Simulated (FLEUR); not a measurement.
# AlNi (Pm-3m) in FLEUR: a series of runs

The runs below take AlNi through band structure, equation of state, with r2SCAN.

Program: FLEUR MaX-R8.1 (later development tree). These are calculated values, not measurements. Logs are shortened: lines on timing, memory, paths and dates and some standing lists are left out, and cuts for length are marked.

### 1 The crystal as given

It takes space group Pm-3m (No. 221, cubic). Conventional cell: a = 2.881 Å, b = 2.881 Å, c = 2.881 Å, α = 90.00°, β = 90.00°, γ = 90.00°. Around Ni (site symmetry m-3m) lie 8 Al at 2.50 Å. Around Al (site symmetry m-3m) lie 8 Ni at 2.50 Å.

### 2 Band structure, r2SCAN, collinear spin, ferromagnetic start

The input, inp.xml:

```xml
<?xml version="1.0" encoding="UTF-8" standalone="no"?>
<fleurInput fleurInputVersion="0.39">
   <comment>
      AlNi                                                                                                
   </comment>
   <calculationSetup>
      <cutoffs Kmax="4.78" Gmax="14.8" GmaxXC="14.8" numbands="0"/>
      <scfLoop itmax="80" minDistance="0.0001" maxIterBroyd="30" imix="Anderson" alpha="0.05" precondParam="0.0" spinf="2.0" sdNocoIR="T"/>
      <coreElectrons ctail="F" frcor="F" kcrel="0" coretail_lmax="0"/>
      <xcFunctional name="LibXC" relativisticCorrections="F">
         <LibXCName exchange="mgga_x_r2scan" correlation="mgga_c_r2scan"/>
         <AuxGGA exchange="117" correlation="130"/>
      </xcFunctional>
      <magnetism jspins="2"/>
      <soc l_soc="F" theta="0.0" phi="0.0" spav="F"/>
      <expertModes spex="0" secvar="F"/>
      <geometryOptimization l_f="F" forcealpha="1.0" forcemix="BFGS" epsdisp="0.00001" epsforce="0.00001"/>
      <ldaU l_linMix="F" mixParam="0.05" spinf="1.0"/>
   </calculationSetup>
   <cell>
      <bzIntegration valenceElectrons="29.0" mode="hist" fermiSmearingEnergy="0.00183747">
         <kPointListSelection listName="default-1"/>
         <!-- k-points included here -->
[... 35 lines left out ...]
            <stateOccupation state="(3p1/2)" spinUp="0.166667" spinDown="0.166667"/>
            <stateOccupation state="(3p3/2)" spinUp="0.333333" spinDown="0.333333"/>
         </electronConfig>
         <energyParameters s="3" p="3" d="3" f="4"/>
         <lo type="SCLO" l="0" n="2" eDeriv="0"/>
         <lo type="SCLO" l="1" n="2" eDeriv="0"/>
         <lo type="SCLO" l="2" n="3" eDeriv="2"/>
         <lo type="SCLO" l="3" n="4" eDeriv="2"/>
      </species>
   </atomSpecies>
   <atomGroups>
      <atomGroup species="Nickel (Ni1.001">
         <relPos label="                   1">1.000/2.000 1.000/2.000 1.000/2.000</relPos>
         <force calculate="T" relaxXYZ="TTT"/>
      </atomGroup>
      <atomGroup species="Aluminum (Al)">
         <relPos label="                   2">.0000000000 .0000000000 .0000000000</relPos>
         <force calculate="T" relaxXYZ="TTT"/>
      </atomGroup>
   </atomGroups>
   <output dos="F" band="F" slice="F">
      <checks vchk="F" cdinf="F"/>
      <bandDOS minEnergy="-.5*Htr" maxEnergy="0.5*Htr" sigma="0.015" storeEVData="T"/>
      <vacuumDOS vacdos="F" integ="F" star="F" nstars="0" locx1="0.0" locy1="0.0" locx2="0.0" locy2="0.0" nstm="0" tworkf="0.0"/>
      <unfoldingBand unfoldBand="F" supercellX="1" supercellY="1" supercellZ="1"/>
      <plotting iplot="0" polar="F">
         <plot TwoD="T" vec1="  1.0  0.0  0.0" vec2="  0.0  1.0  0.0" vec3="  0.0  0.0  1.0" zero="  0.0  0.0  0.0" file="plot"/>
      </plotting>
      <chargeDensitySlicing numkpt="0" minEigenval="0.0" maxEigenval="0.0" nnne="0" pallst="F"/>
      <specialOutput eonly="F"/>
      <moessbauerParams electricFieldGradient="T" isomerShift="T" coreHyperfine="T" valenceHyperfine="T"/>
      <magneticCircularDichroism mcd="F" energyLo="-10.0" energyUp="0.0"/>
   </output>
  <!-- We include the file relax.xml here to enable relaxations (see documentation) -->
  <xi:include xmlns:xi="http://www.w3.org/2001/XInclude" href="relax.xml"> <xi:fallback/> </xi:include>
</fleurInput>
```

The input, crystal.txt:

```
AlNi
&input cartesian=F /
2.8810000000  0.0000000000  0.0000000000
0.0000000000  2.8810000000  0.0000000000
0.0000000000  0.0000000000  2.8810000000
1.8897261246
1.0 1.0 1.0

2
28 0.5000000000  0.5000000000  0.5000000000 : 1.001
13 0.0000000000  0.0000000000  0.0000000000

&kpt div1=9 div2=9 div3=9 gamma=T /
```

The input, inp.xml (bands):

```
<?xml version="1.0" encoding="UTF-8" standalone="no"?>
<fleurInput fleurInputVersion="0.39">
   <comment>
      AlNi                                                                                                
   </comment>
   <calculationSetup>
      <cutoffs Kmax="4.78" Gmax="14.8" GmaxXC="14.8" numbands="0"/>
      <scfLoop itmax="80" minDistance="0.0001" maxIterBroyd="30" imix="Anderson" alpha="0.05" precondParam="0.0" spinf="2.0" sdNocoIR="T"/>
      <coreElectrons ctail="F" frcor="F" kcrel="0" coretail_lmax="0"/>
      <xcFunctional name="LibXC" relativisticCorrections="F">
         <LibXCName exchange="mgga_x_r2scan" correlation="mgga_c_r2scan"/>
         <AuxGGA exchange="117" correlation="130"/>
      </xcFunctional>
      <magnetism jspins="2"/>
      <soc l_soc="F" theta="0.0" phi="0.0" spav="F"/>
      <expertModes spex="0" secvar="F"/>
      <geometryOptimization l_f="F" forcealpha="1.0" forcemix="BFGS" epsdisp="0.00001" epsforce="0.00001"/>
      <ldaU l_linMix="F" mixParam="0.05" spinf="1.0"/>
   </calculationSetup>
   <cell>
      <bzIntegration valenceElectrons="29.0" mode="hist" fermiSmearingEnergy="0.00183747">
         <kPointListSelection listName="path-1"/>
         <!-- k-points included here -->
         <xi:include xmlns:xi="http://www.w3.org/2001/XInclude" href="kpts.xml"> </xi:include>
[... 35 lines left out ...]
            <stateOccupation state="(3p3/2)" spinUp="0.333333" spinDown="0.333333"/>
         </electronConfig>
         <energyParameters s="3" p="3" d="3" f="4"/>
         <lo type="SCLO" l="0" n="2" eDeriv="0"/>
         <lo type="SCLO" l="1" n="2" eDeriv="0"/>
         <lo type="SCLO" l="2" n="3" eDeriv="2"/>
         <lo type="SCLO" l="3" n="4" eDeriv="2"/>
      </species>
   </atomSpecies>
   <atomGroups>
      <atomGroup species="Nickel (Ni1.001">
         <relPos label="                   1">1.000/2.000 1.000/2.000 1.000/2.000</relPos>
         <force calculate="T" relaxXYZ="TTT"/>
      </atomGroup>
      <atomGroup species="Aluminum (Al)">
         <relPos label="                   2">.0000000000 .0000000000 .0000000000</relPos>
         <force calculate="T" relaxXYZ="TTT"/>
      </atomGroup>
   </atomGroups>
   <output dos="F" band="T" slice="F">
      <checks vchk="F" cdinf="F"/>
      <bandDOS minEnergy="-.5*Htr" maxEnergy="0.5*Htr" sigma="0.015" storeEVData="T"/>
      <vacuumDOS vacdos="F" integ="F" star="F" nstars="0" locx1="0.0" locy1="0.0" locx2="0.0" locy2="0.0" nstm="0" tworkf="0.0"/>
      <unfoldingBand unfoldBand="F" supercellX="1" supercellY="1" supercellZ="1"/>
      <plotting iplot="0" polar="F">
         <plot TwoD="T" vec1="  1.0  0.0  0.0" vec2="  0.0  1.0  0.0" vec3="  0.0  0.0  1.0" zero="  0.0  0.0  0.0" file="plot"/>
      </plotting>
      <chargeDensitySlicing numkpt="0" minEigenval="0.0" maxEigenval="0.0" nnne="0" pallst="F"/>
      <specialOutput eonly="F"/>
      <moessbauerParams electricFieldGradient="T" isomerShift="T" coreHyperfine="T" valenceHyperfine="T"/>
      <magneticCircularDichroism mcd="F" energyLo="-10.0" energyUp="0.0"/>
   </output>
  <!-- We include the file relax.xml here to enable relaxations (see documentation) -->
  <xi:include xmlns:xi="http://www.w3.org/2001/XInclude" href="relax.xml"> <xi:fallback/> </xi:include>
</fleurInput>
```

Potentials or basis: all-electron, FLAPW.

Started as:

```console
$ inpgen -f crystal.txt -profile fastHighL
$ # inp.xml edited to the form shown
$ fleur_MPI
$ fleur_MPI   # second run, on inp.xml (bands)
```

The program printed:

```text
Welcome to FLEUR        (www.flapw.de)
      MaX-Release 8.1          (www.max-centre.eu)
 func_ids         498         497         498         497
 MetaGGA potential functional detected - V_tau will be computed
 Auxiliary Potential for radial basis: exchange=         117  correlation=         130
The functional 'Re-regularized SCAN exchange by Furness et al' is an exchange functional, it belongs to the 'MGGA' family and is defined in the reference(s):
[1] J. W. Furness, A. D. Kaplan, J. Ning, J. P. Perdew, and J. Sun.,  J. Phys. Chem. Lett. 11, 8208-8215 (2020)
[2] J. W. Furness, A. D. Kaplan, J. Ning, J. P. Perdew, and J. Sun.,  J. Phys. Chem. Lett. 11, 9248-9248 (2020)
The functional 'Re-regularized SCAN correlation by Furness et al' is a correlation functional, it belongs to the 'MGGA' family and is defined in the reference(s):
[1] J. W. Furness, A. D. Kaplan, J. Ning, J. P. Perdew, and J. Sun.,  J. Phys. Chem. Lett. 11, 8208-8215 (2020)
[2] J. W. Furness, A. D. Kaplan, J. Ning, J. P. Perdew, and J. Sun.,  J. Phys. Chem. Lett. 11, 9248-9248 (2020)
 Using same functional for VXC and EXC

 ========== k-point set info ==========
 Selected k-point list: default-1
 k-point list type: mesh
 9 x 9 x 9
 Number of k points: 35

 ------------Calculation Setup---------------------------
 Number of MPI-tasks      :            1
 Number of PE/node        :            1
 Number of OMP-threads    :            1
 Most efficient MPI parallelization for:
           1           5           7          35
 Additional eigenvalue parallelization possible
 Number of basis functions:          378
 Approximate size of matrices (H+S) per k-point:         0.002 GB
 --------------------------------------------------------
The functional 'Hammer, Hansen, and Norskov' is an exchange functional, it belongs to the 'GGA' family and is defined in the reference(s):
[1] B. Hammer, L. B. Hansen, and J. K. Nørskov.,  Phys. Rev. B 59, 7413 (1999)
The functional 'Perdew, Burke & Ernzerhof' is a correlation functional, it belongs to the 'GGA' family and is defined in the reference(s):
[1] J. P. Perdew, K. Burke, and M. Ernzerhof.,  Phys. Rev. Lett. 77, 3865 (1996)
[2] J. P. Perdew, K. Burke, and M. Ernzerhof.,  Phys. Rev. Lett. 78, 1396 (1997)
 Using same functional for VXC and EXC
 Using auxiliary GGA potential for the first iteration of MetaGGA calculation.
 Reset of history
 Reset of history
 Iteration:     1   Distance:      29.69007474 me/bohr^3
The functional 'Hammer, Hansen, and Norskov' is an exchange functional, it belongs to the 'GGA' family and is defined in the reference(s):
[1] B. Hammer, L. B. Hansen, and J. K. Nørskov.,  Phys. Rev. B 59, 7413 (1999)
The functional 'Perdew, Burke & Ernzerhof' is a correlation functional, it belongs to the 'GGA' family and is defined in the reference(s):
[1] J. P. Perdew, K. Burke, and M. Ernzerhof.,  Phys. Rev. Lett. 77, 3865 (1996)
[2] J. P. Perdew, K. Burke, and M. Ernzerhof.,  Phys. Rev. Lett. 78, 1396 (1997)
 Using same functional for VXC and EXC
 Iteration:     2   Distance:      26.00937404 me/bohr^3
The functional 'Hammer, Hansen, and Norskov' is an exchange functional, it belongs to the 'GGA' family and is defined in the reference(s):
[1] B. Hammer, L. B. Hansen, and J. K. Nørskov.,  Phys. Rev. B 59, 7413 (1999)
The functional 'Perdew, Burke & Ernzerhof' is a correlation functional, it belongs to the 'GGA' family and is defined in the reference(s):
[1] J. P. Perdew, K. Burke, and M. Ernzerhof.,  Phys. Rev. Lett. 77, 3865 (1996)
[2] J. P. Perdew, K. Burke, and M. Ernzerhof.,  Phys. Rev. Lett. 78, 1396 (1997)
 Using same functional for VXC and EXC
 Iteration:     3   Distance:      22.08334720 me/bohr^3
The functional 'Hammer, Hansen, and Norskov' is an exchange functional, it belongs to the 'GGA' family and is defined in the reference(s):
[1] B. Hammer, L. B. Hansen, and J. K. Nørskov.,  Phys. Rev. B 59, 7413 (1999)
The functional 'Perdew, Burke & Ernzerhof' is a correlation functional, it belongs to the 'GGA' family and is defined in the reference(s):
[1] J. P. Perdew, K. Burke, and M. Ernzerhof.,  Phys. Rev. Lett. 77, 3865 (1996)
[2] J. P. Perdew, K. Burke, and M. Ernzerhof.,  Phys. Rev. Lett. 78, 1396 (1997)
 Using same functional for VXC and EXC
 Iteration:     4   Distance:      17.88649822 me/bohr^3
The functional 'Hammer, Hansen, and Norskov' is an exchange functional, it belongs to the 'GGA' family and is defined in the reference(s):
[1] B. Hammer, L. B. Hansen, and J. K. Nørskov.,  Phys. Rev. B 59, 7413 (1999)
The functional 'Perdew, Burke & Ernzerhof' is a correlation functional, it belongs to the 'GGA' family and is defined in the reference(s):
[1] J. P. Perdew, K. Burke, and M. Ernzerhof.,  Phys. Rev. Lett. 77, 3865 (1996)
[2] J. P. Perdew, K. Burke, and M. Ernzerhof.,  Phys. Rev. Lett. 78, 1396 (1997)
 Using same functional for VXC and EXC
 Iteration:     5   Distance:      12.40343276 me/bohr^3
The functional 'Hammer, Hansen, and Norskov' is an exchange functional, it belongs to the 'GGA' family and is defined in the reference(s):
[1] B. Hammer, L. B. Hansen, and J. K. Nørskov.,  Phys. Rev. B 59, 7413 (1999)
The functional 'Perdew, Burke & Ernzerhof' is a correlation functional, it belongs to the 'GGA' family and is defined in the reference(s):
[1] J. P. Perdew, K. Burke, and M. Ernzerhof.,  Phys. Rev. Lett. 77, 3865 (1996)
[2] J. P. Perdew, K. Burke, and M. Ernzerhof.,  Phys. Rev. Lett. 78, 1396 (1997)
 Using same functional for VXC and EXC
 Iteration:     6   Distance:       3.91603126 me/bohr^3
The functional 'Hammer, Hansen, and Norskov' is an exchange functional, it belongs to the 'GGA' family and is defined in the reference(s):
[1] B. Hammer, L. B. Hansen, and J. K. Nørskov.,  Phys. Rev. B 59, 7413 (1999)
The functional 'Perdew, Burke & Ernzerhof' is a correlation functional, it belongs to the 'GGA' family and is defined in the reference(s):
[1] J. P. Perdew, K. Burke, and M. Ernzerhof.,  Phys. Rev. Lett. 77, 3865 (1996)
[2] J. P. Perdew, K. Burke, and M. Ernzerhof.,  Phys. Rev. Lett. 78, 1396 (1997)
 Using same functional for VXC and EXC
[... 89 lines left out ...]
[2] J. P. Perdew, K. Burke, and M. Ernzerhof.,  Phys. Rev. Lett. 78, 1396 (1997)
 Using same functional for VXC and EXC
 Iteration:    20   Distance:       0.00291380 me/bohr^3
The functional 'Hammer, Hansen, and Norskov' is an exchange functional, it belongs to the 'GGA' family and is defined in the reference(s):
[1] B. Hammer, L. B. Hansen, and J. K. Nørskov.,  Phys. Rev. B 59, 7413 (1999)
The functional 'Perdew, Burke & Ernzerhof' is a correlation functional, it belongs to the 'GGA' family and is defined in the reference(s):
[1] J. P. Perdew, K. Burke, and M. Ernzerhof.,  Phys. Rev. Lett. 77, 3865 (1996)
[2] J. P. Perdew, K. Burke, and M. Ernzerhof.,  Phys. Rev. Lett. 78, 1396 (1997)
 Using same functional for VXC and EXC
 Iteration:    21   Distance:       0.00166152 me/bohr^3
The functional 'Hammer, Hansen, and Norskov' is an exchange functional, it belongs to the 'GGA' family and is defined in the reference(s):
[1] B. Hammer, L. B. Hansen, and J. K. Nørskov.,  Phys. Rev. B 59, 7413 (1999)
The functional 'Perdew, Burke & Ernzerhof' is a correlation functional, it belongs to the 'GGA' family and is defined in the reference(s):
[1] J. P. Perdew, K. Burke, and M. Ernzerhof.,  Phys. Rev. Lett. 77, 3865 (1996)
[2] J. P. Perdew, K. Burke, and M. Ernzerhof.,  Phys. Rev. Lett. 78, 1396 (1997)
 Using same functional for VXC and EXC
 Iteration:    22   Distance:       0.00017685 me/bohr^3
The functional 'Hammer, Hansen, and Norskov' is an exchange functional, it belongs to the 'GGA' family and is defined in the reference(s):
[1] B. Hammer, L. B. Hansen, and J. K. Nørskov.,  Phys. Rev. B 59, 7413 (1999)
The functional 'Perdew, Burke & Ernzerhof' is a correlation functional, it belongs to the 'GGA' family and is defined in the reference(s):
[1] J. P. Perdew, K. Burke, and M. Ernzerhof.,  Phys. Rev. Lett. 77, 3865 (1996)
[2] J. P. Perdew, K. Burke, and M. Ernzerhof.,  Phys. Rev. Lett. 78, 1396 (1997)
 Using same functional for VXC and EXC
 Iteration:    23   Distance:       0.00019166 me/bohr^3
The functional 'Hammer, Hansen, and Norskov' is an exchange functional, it belongs to the 'GGA' family and is defined in the reference(s):
[1] B. Hammer, L. B. Hansen, and J. K. Nørskov.,  Phys. Rev. B 59, 7413 (1999)
The functional 'Perdew, Burke & Ernzerhof' is a correlation functional, it belongs to the 'GGA' family and is defined in the reference(s):
[1] J. P. Perdew, K. Burke, and M. Ernzerhof.,  Phys. Rev. Lett. 77, 3865 (1996)
[2] J. P. Perdew, K. Burke, and M. Ernzerhof.,  Phys. Rev. Lett. 78, 1396 (1997)
 Using same functional for VXC and EXC
 Iteration:    24   Distance:       0.00005581 me/bohr^3

 ********************************************************************
 Run finished successfully
 Stop message:
   all done
 ********************************************************************
```

Run time: 1.8 min. Hardware: 1 thread of Arm Neoverse V1, shared host; peak memory 0.1 GiB.

What came out:

* Free energy: -47999.4581 eV
* Band gap along the path: none (metal or under the smearing width)
* Net moment: 0.00 μB per cell
* Valence electrons inside the program's atomic spheres: Ni 17.33; Al 9.02 (radii Ni 2.32, Al 2.05 bohr)

Levels at the corners of the path, in eV from the Fermi level:
Spin up:
| point | band 12 | band 13 | band 14 | band 15 | band 16 | band 17 |
| --- | --- | --- | --- | --- | --- | --- |
| Γ | -1.63 | -1.63 | -1.63 | 5.83 | 5.83 | 5.83 |
| X | -2.36 | -2.36 | -1.54 | -0.67 | 8.62 | 10.51 |
| M | -3.17 | -2.19 | -2.19 | -1.05 | 1.54 | 2.70 |
| Γ | -1.63 | -1.63 | -1.63 | 5.83 | 5.83 | 5.83 |
| R | -1.02 | -1.02 | 1.98 | 1.98 | 1.98 | 4.42 |
| X | -2.36 | -2.36 | -1.54 | -0.67 | 8.62 | 10.51 |
| M | -3.17 | -2.19 | -2.19 | -1.05 | 1.54 | 2.70 |
| R | -1.02 | -1.02 | 1.98 | 1.98 | 1.98 | 4.42 |
Spin down:
| point | band 11 | band 12 | band 13 | band 14 | band 15 | band 16 | band 17 | band 18 |
| --- | --- | --- | --- | --- | --- | --- | --- | --- |
| Γ | -3.38 | -1.63 | -1.63 | -1.63 | 5.83 | 5.83 | 5.83 | 8.40 |
| X | -2.87 | -2.36 | -2.36 | -1.54 | -0.67 | 8.62 | 10.51 | 10.51 |
| M | -3.17 | -3.17 | -2.19 | -2.19 | -1.05 | 1.54 | 2.70 | 13.25 |
| Γ | -3.38 | -1.63 | -1.63 | -1.63 | 5.83 | 5.83 | 5.83 | 8.40 |
| R | -4.34 | -1.02 | -1.02 | 1.98 | 1.98 | 1.98 | 4.42 | 4.62 |
| X | -2.87 | -2.36 | -2.36 | -1.54 | -0.67 | 8.62 | 10.51 | 10.51 |
| M | -3.17 | -3.17 | -2.19 | -2.19 | -1.05 | 1.54 | 2.70 | 13.25 |
| R | -4.34 | -1.02 | -1.02 | 1.98 | 1.98 | 1.98 | 4.42 | 4.62 |

Core levels (eV from the Fermi level):
| atom | levels |
| --- | --- |
| 1 Ni | 1s1/2 -8203.1, 2s1/2 -973.4, 2p1/2 -847.7, 2p3/2 -830.2 |
| 2 Al | 1s1/2 -1505.8 |

Caveat: the meta-GGA is that of a development version, with a GGA for the radial functions and cores and without core tails.

[end of part 1 of 2]
